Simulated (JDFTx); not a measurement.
CoO under changes of volume

One of the cells (9.684 Å³/atom); the others are scaled copies at fixed shape and fractional positions:

```xyz
2
Lattice="0.0000 2.1315 2.1315 2.1315 0.0000 2.1315 2.1315 2.1315 0.0000" Properties=species:S:1:pos:R:3 pbc="T T T"
Co    0.0000    0.0000    0.0000
O     2.1315    2.1315    2.1315
```

| Quantity | Value |
| --- | --- |
| Program | JDFTx 1.7.0 (patched build) |
| Functional | PBEsol |
| Potentials or basis | PseudoDojo-SR-PBEsol-0.4.1-standard with smoothed tails |
| Cutoff | 1306 eV |
| Density cutoff | 10449 eV |
| k mesh | 11 × 11 × 11 |
| Occupations | fermi-dirac, width 0.05 eV |
| Spin | collinear spin, ferromagnetic start |
| Starting moments | [2.0, 0.0] μB |

```tsv
volume (Å³/atom)	energy over the lowest point (meV/atom)	pressure (GPa)	moment (μB per cell)
9.103	0.00	-0.6	2.87
9.297	3.03	-4.4	2.92
9.490	?	?	?
9.684	21.71	-11.1	2.98
9.878	37.01	-14.1	2.99
10.071	55.86	-16.8	3.00
10.265	77.87	-19.3	3.00
```

**Question.** What does the run at 9.490 Å³/atom give?

**Answer.** Energy over the lowest point 10.32 meV/atom; pressure -7.8 GPa; moment 2.96 μB per cell.

Worked out: A Birch-Murnaghan fit of order 3 (a polynomial in V^(-2/3)) to the other rows has its minimum at 9.08 Å³/atom, just outside them, with B0 = V·E''(V) = 184 GPa (rough, since the energies scatter). It gives 10.30 meV/atom at 9.490 Å³/atom, against the run's 10.32, and -dE/dV = -7.8 GPa, against -7.8. A parabola through the other rows of the moment, of slope 0.157 μB per Å³/atom there, gives 2.95 μB, against the run's 2.96.

Energies are extrapolated to zero smearing.

Caveats: a cell with one magnetic atom can't hold antiferromagnetic order, which such compounds often take.
